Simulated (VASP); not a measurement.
# Cu (Fm-3m) in VASP: single point with HSE06

Aim: the single point of Cu with HSE06.

All numbers are computed with VASP 6.6.1; they aren't measurements. Logs are shortened: lines on timing, memory, paths and dates and some standing lists are left out, and cuts for length are marked.

### Step 1. Starting point

It takes space group Fm-3m (No. 225, cubic). The conventional cell has a = 3.570 Å, b = 3.570 Å, c = 3.570 Å, α = 90.00°, β = 90.00°, γ = 90.00°. Cu (site symmetry m-3m) has 12 Cu at 2.52 Å as nearest neighbours.

### Step 2. Single point, HSE06

POSCAR reads:

```
Cu
1.0
    0.0000000000      1.7851100000      1.7851100000
    1.7851100000      0.0000000000      1.7851100000
    1.7851100000      1.7851100000      0.0000000000
Cu
1
Direct
    0.0000000000      0.0000000000      0.0000000000
```

INCAR.step1 reads:

```
ALGO     = Normal         # electronic algorithm
EDIFF    = 1E-5           # SCF threshold, eV
ENCUT    = 520            # plane-wave cutoff, eV
GGA      = PE             # functional
ISIF     = 2              # what is computed and relaxed
ISMEAR   = 0              # smearing method
LASPH    = True           # aspherical terms in the spheres
LCHARG   = False          # write CHGCAR
LREAL    = False          # projectors in reciprocal space
LWAVE    = True           # write WAVECAR
NELM     = 80             # most SCF steps
PREC     = Accurate       # precision mode
SIGMA    = 0.1            # smearing width, eV
```

INCAR.step2 reads:

```
ALGO     = Normal         # electronic algorithm
EDIFF    = 1E-6           # SCF threshold, eV
ENCUT    = 520            # plane-wave cutoff, eV
GGA      = PE             # functional
HFSCREEN = 0.2            # screening, 1/A
ISIF     = 2              # what is computed and relaxed
ISMEAR   = 0              # smearing method
ISTART   = 1            
LASPH    = True           # aspherical terms in the spheres
LCHARG   = False          # write CHGCAR
LHFCALC  = True           # exact exchange
LREAL    = False          # projectors in reciprocal space
LWAVE    = False          # write WAVECAR
NELM     = 80             # most SCF steps
PREC     = Accurate       # precision mode
PRECFOCK = Fast         
SIGMA    = 0.1            # smearing width, eV
```

KPOINTS reads:

```
k-points
0
Gamma
  10 10 10
```

Potentials or basis: VASP PAW PBE potentials, release 64 (Cu).

Run with:

```
$ cat potpaw_PBE.64/Cu/POTCAR > POTCAR
$ cp INCAR.step1 INCAR
$ mpirun -np 1 vasp_std > vasp.out
$ cp INCAR.step2 INCAR
$ mpirun -np 1 vasp_std > vasp.out
```

OUTCAR:

```text
EDIFF = 1E-6
   ENCUT = 520
   GGA = PE
   HFSCREEN = 0.2
   ISIF = 2
   ISMEAR = 0
   ISTART = 1
   LASPH = True
   LHFCALC = True
   LREAL = False
   NELM = 80
   PREC = Accurate
   PRECFOCK = Fast

 ion  position               nearest neighbor table
   1  0.000  0.000  0.000-

  LATTYP: Found a face centered cubic cell.
 ALAT       =     3.5702200000

  Lattice vectors:

 A1 = (   0.0000000000,   1.7851100000,   1.7851100000)
 A2 = (   1.7851100000,   0.0000000000,   1.7851100000)
 A3 = (   1.7851100000,   1.7851100000,   0.0000000000)

Analysis of symmetry for initial positions (statically):
=====================================================================
 Subroutine PRICEL returns:
 Original cell was already a primitive cell.

 Routine SETGRP: Setting up the symmetry group for a
 face centered cubic supercell.

 Subroutine GETGRP returns: Found 48 space group operations
 (whereof 48 operations were pure point group operations)
 out of a pool of 48 trial point group operations.

The static configuration has the point symmetry O_h .

Analysis of symmetry for dynamics (positions and initial velocities):
=====================================================================
 Subroutine PRICEL returns:
 Original cell was already a primitive cell.

 Routine SETGRP: Setting up the symmetry group for a
 face centered cubic supercell.

 Subroutine GETGRP returns: Found 48 space group operations
 (whereof 48 operations were pure point group operations)
 out of a pool of 48 trial point group operations.

The dynamic configuration has the point symmetry O_h .

 Subroutine INISYM returns: Found 48 space group operations
 (whereof 48 operations are pure point group operations),
 and found     1 'primitive' translations

----------------------------------------------------------------------------------------

                                     Primitive cell

  volume of cell :      11.3769

  direct lattice vectors                    reciprocal lattice vectors
     0.000000000  1.785110000  1.785110000    -0.280094784  0.280094784  0.280094784
     1.785110000  0.000000000  1.785110000     0.280094784 -0.280094784  0.280094784
     1.785110000  1.785110000  0.000000000     0.280094784  0.280094784 -0.280094784

  length of vectors
     2.524526772  2.524526772  2.524526772     0.485138397  0.485138397  0.485138397

  position of ions in fractional coordinates (direct lattice)
     0.000000000  0.000000000  0.000000000

  ion indices of the primitive-cell ions
   primitive index   ion index
                 1           1

----------------------------------------------------------------------------------------

 KPOINTS: k-points

Automatic generation of k-mesh.
 Grid dimensions read from file:
 generate k-points for:   10   10   10

 Generating k-lattice:

  Cartesian coordinates                     Fractional coordinates (reciprocal lattice)
    -0.028009478  0.028009478  0.028009478     0.100000000  0.000000000  0.000000000
     0.028009478 -0.028009478  0.028009478     0.000000000  0.100000000  0.000000000
     0.028009478  0.028009478 -0.028009478     0.000000000  0.000000000  0.100000000

  Length of vectors
     0.048513840  0.048513840  0.048513840

  Shift w.r.t. Gamma in fractional coordinates (k-lattice)
     0.000000000  0.000000000  0.000000000

 Subroutine IBZKPT returns following result:
 ===========================================

 Found     47 irreducible k-points:

 Following reciprocal coordinates:
            Coordinates               Weight
  0.000000  0.000000  0.000000      1.000000
  0.100000  0.000000  0.000000      8.000000
  0.200000  0.000000  0.000000      8.000000
  0.300000  0.000000  0.000000      8.000000
  0.400000  0.000000  0.000000      8.000000
  0.500000  0.000000  0.000000      4.000000
[... 16 lines left out ...]
  0.300000  0.300000  0.000000      6.000000
  0.400000  0.300000  0.000000     24.000000
 [... further k-points ...]
   k-points           NKPTS =     47   k-points in BZ     NKDIM =   1000   number of bands    NBANDS=      9
   number of dos      NEDOS =    301   number of ions     NIONS =      1
   total plane-waves  NPLWV =   8000
   dimension x,y,z NGX =    20 NGY =   20 NGZ =   20
   dimension x,y,z NGXF=    40 NGYF=   40 NGZF=   40
   ions per type =               1
   NGX,Y,Z   is equivalent  to a cutoff of  13.17, 13.17, 13.17 a.u.
   NGXF,Y,Z  is equivalent  to a cutoff of  26.34, 26.34, 26.34 a.u.
 SYSTEM =  unknown system
   PREC   = accura    normal or accurate (medium, high low for compatibility)
   ISTART =      1    job   : 0-new  1-cont  2-samecut
   ICHARG =      0    charge: 1-file 2-atom 10-const
   ISPIN  =      1    spin polarized calculation?
   LNONCOLLINEAR =      F non collinear calculations
   LSORBIT =      F    spin-orbit coupling
   LASPH  =      T    aspherical Exc in radial PAW
   ENCUT  =  520.0 eV  38.22 Ry    6.18 a.u.   4.69  4.69  4.69*2*pi/ulx,y,z
   NELM   =     80;   NELMIN=  2; NELMDL=  0     # of ELM steps
   EDIFF  = 0.1E-05   stopping-criterion for ELM
   LREAL  =      F    real-space projection
   EDIFFG = 0.1E-04   stopping-criterion for IOM
   NSW    =      0    number of steps for IOM
   IBRION =     -1    ionic relax: 0-MD 1-quasi-New 2-CG
   NFREE  =      0    steps in history (QN), initial steepest desc. (CG)
   ISIF   =      2    stress and relaxation
   ISYM   =      3    0-nonsym 1-usesym 2-fastsym
   POTIM  = 0.5000    time-step for ionic-motion
   TEBEG  =    0.0;   TEEND  =   0.0 temperature during run
   PSTRESS=    0.0 pullay stress
   NELECT =      11.0000    total number of electrons
   NUPDOWN=      -1.0000    fix difference up-down
   EMIN   =  10.00;   EMAX   =-10.00  energy-range for DOS
   EFERMI =   0.00;   METHOD = LEGACY
   ISMEAR =     0;   SIGMA  =   0.10  broadening in eV -4-tet -1-fermi 0-gaus
   EFERMI_NEDOS =   21; number of points for ismear=-14 and -15
   IALGO  =     38    algorithm
   IMIX   =      1    mixing-type and parameters
     AMIX     =   0.40;   BMIX     =  1.00
     AMIX_MAG =   1.60;   BMIX_MAG =  1.00
  volume/ion in A,a.u.               =      11.38        76.78
  Fermi-wavevector in a.u.,A,eV,Ry     =   1.618816  3.059118 35.654942  2.620564
  Thomas-Fermi vector in A             =   2.713018
   LORBIT       =      0    0 simple, 1 ext, 2 COOP (PROOUT), +10 PAW based schemes
   GGA     = PE    functional components
   LHFCALC =     T    Hartree Fock is set to
   PRECFOCK=fast      Normal, Fast or Accurate (Low or Medium for compatibility)
   ENCUT4O =  -1.0   cutoff for four orbital integrals eV
   NKREDX  =     1    reduce k-point grid by
   NKREDY  =     1    reduce k-point grid by
   NKREDZ  =     1    reduce k-point grid by
   AEXX    =    0.2500 exact exchange contribution
   HFSCREEN=    0.2000 screening length (either q_TF or 0.3 A-1)
   HFSCREENC=   0.2000 screening length for correlation (either q_TF or 0.3 A-1)
   ENCUTFOCK=  -1.0 apply spherical cutoff to Coloumb kernel
   IVDW    =     0    specifies the selected vdW correction
   LEPSILON=     F    determine dielectric tensor
   LRPA    =     F    only Hartree local field effects (RPA)
 non-spin polarized calculation
 Gauss-broadening in eV      SIGMA  =   0.10
  energy-cutoff  :      520.00
  volume of cell :       11.38
 maximum number of plane-waves:       331
  NGX = 12; NGY = 12; NGZ = 12

 number of electron      11.0000013 magnetization

 Free energy of the ion-electron system (eV)
  ---------------------------------------------------
  ext. energy  EPLUGINS =         0.00000000
  ---------------------------------------------------
  free energy    TOTEN  =        -3.62019758 eV

  energy without entropy =       -3.61887159  energy(sigma->0) =       -3.61953459

 E-fermi :   7.4825     XC(G=0): -10.4629

 val. band max:        7.3085727240   @ k =   0.5000   0.2000   0.1000
 cond. band min:       7.5183980189   @ k =   0.5000   0.1000   0.0000
 fundamental gap:      0.2098252949
 Fermi energy:         7.4824982540

 k-point     1 :       0.0000    0.0000    0.0000
  band No.  band energies     occupation
      1      -2.8608      2.00000
      2       3.2106      2.00000
      3       3.2106      2.00000
      4       3.2106      2.00000
      5       4.0803      2.00000
      6       4.0803      2.00000
      7      31.9395      0.00000
      8      35.2351      0.00000
      9      35.2351      0.00000

 k-point     2 :       0.1000    0.0000    0.0000
  band No.  band energies     occupation
      1      -2.4420      2.00000
      2       3.1336      2.00000
      3       3.2864      2.00000
      4       3.2864      2.00000
      5       4.0582      2.00000
      6       4.0582      2.00000
      7      29.7378      0.00000
      8      32.9323      0.00000
      9      34.3746      0.00000

 k-point     3 :       0.2000    0.0000    0.0000
  band No.  band energies     occupation
      1      -1.2570      2.00000
      2       3.0091      2.00000
      3       3.3879      2.00000
      4       3.3879      2.00000
      5       4.1098      2.00000
      6       4.1098      2.00000
      7      24.4785      0.00000
      8      32.2831      0.00000
      9      33.2887      0.00000

 k-point     4 :       0.3000    0.0000    0.0000
  band No.  band energies     occupation
      1       0.2723      2.00000
      2       3.3130      2.00000
      3       3.3172      2.00000
      4       3.3172      2.00000
      5       4.3970      2.00000
      6       4.3970      2.00000
      7      19.3686      0.00000
      8      31.4187      0.00000
      9      32.5749      0.00000
[... 205 lines left out ...]
 k-point    22 :      -0.2000    0.2000    0.0000
  band No.  band energies     occupation
      1       0.9055      2.00000
      2       2.6946      2.00000
      3       3.1804      2.00000
      4       3.7220      2.00000
      5       3.8993      2.00000
      6       5.4316      2.00000
      7      21.7186      0.00000
      8      22.6253      0.00000
      9      33.0892      0.00000

 k-point    23 :       0.3000    0.3000    0.0000
  band No.  band energies     occupation
      1       0.9159      2.00000
      2       2.1604      2.00000
      3       4.3105      2.00000
      4       4.3105      2.00000
      5       4.3424      2.00000
      6       4.5119      2.00000
      7      25.0008      0.00000
      8      25.3551      0.00000
      9      25.3551      0.00000

 k-point    24 :       0.4000    0.3000    0.0000
  band No.  band energies     occupation
      1       1.3441      2.00000
      2       2.0165      2.00000
      3       4.0670      2.00000
      4       4.3226      2.00000
      5       4.7954      2.00000
      6       6.2827      2.00000
      7      21.4662      0.00000
      8      22.4277      0.00000
      9      24.4865      0.00000

 [... further k-points ...]

------------------------ aborting loop because EDIFF is reached ----------------------------------------

  FORCE on cell =-STRESS in cart. coord.  units (eV):
  Direction    XX          YY          ZZ          XY          YZ          ZX
  --------------------------------------------------------------------------------------
  -------------------------------------------------------------------------------------
  Total        0.5605631      0.5605631      0.5605631      0.0000000      0.0000000      0.0000000
  in kB       78.9423714     78.9423714     78.9423714      0.0000000      0.0000000      0.0000000
  external PRESSURE =      78.9423714 kB  Pullay stress =       0.0000000 kB

 VOLUME and BASIS-vectors are now :
 -----------------------------------------------------------------------------
  energy-cutoff  :      520.00
  volume of cell :       11.38
      direct lattice vectors                 reciprocal lattice vectors
     0.000000000  1.785110000  1.785110000    -0.280094784  0.280094784  0.280094784
     1.785110000  0.000000000  1.785110000     0.280094784 -0.280094784  0.280094784
     1.785110000  1.785110000  0.000000000     0.280094784  0.280094784 -0.280094784

 POSITION                                       TOTAL-FORCE (eV/Angst)
 -----------------------------------------------------------------------------------
      0.00000      0.00000      0.00000        -0.000000      0.000000      0.000000
 -----------------------------------------------------------------------------------
    total drift:                                0.000001      0.000001      0.000001

  FREE ENERGIE OF THE ION-ELECTRON SYSTEM (eV)
  ---------------------------------------------------
  free  energy   TOTEN  =        -3.6201975799 eV

  energy  without entropy=       -3.6188715913  energy(sigma->0) =       -3.61953459
```

Run time: 15 min. Hardware: 1 thread of Intel Xeon 6975P-C (Granite Rapids), shared host; peak memory 0.24 GiB.

Results:

- Free energy: -3.6202 eV
- Pressure: 7.9 GPa
- Band gap on the k mesh: none (metal or under the smearing width)

Levels at points of the mesh, in eV from the Fermi level:
```tsv
k point	band 4	band 5	band 6	band 7	band 8	band 9
(0.00, 0.00, 0.00)	-4.27	-3.40	-3.40	24.46	27.75	27.75
(0.50, 0.00, 0.00)	-2.62	-2.62	-0.80	5.02	22.85	24.68
(0.50, 0.50, 0.00)	-2.40	-2.40	2.27	8.72	14.99	14.99
```

Caveat: the PAW data sets were made with another functional, which shifts forces and pressure a little.
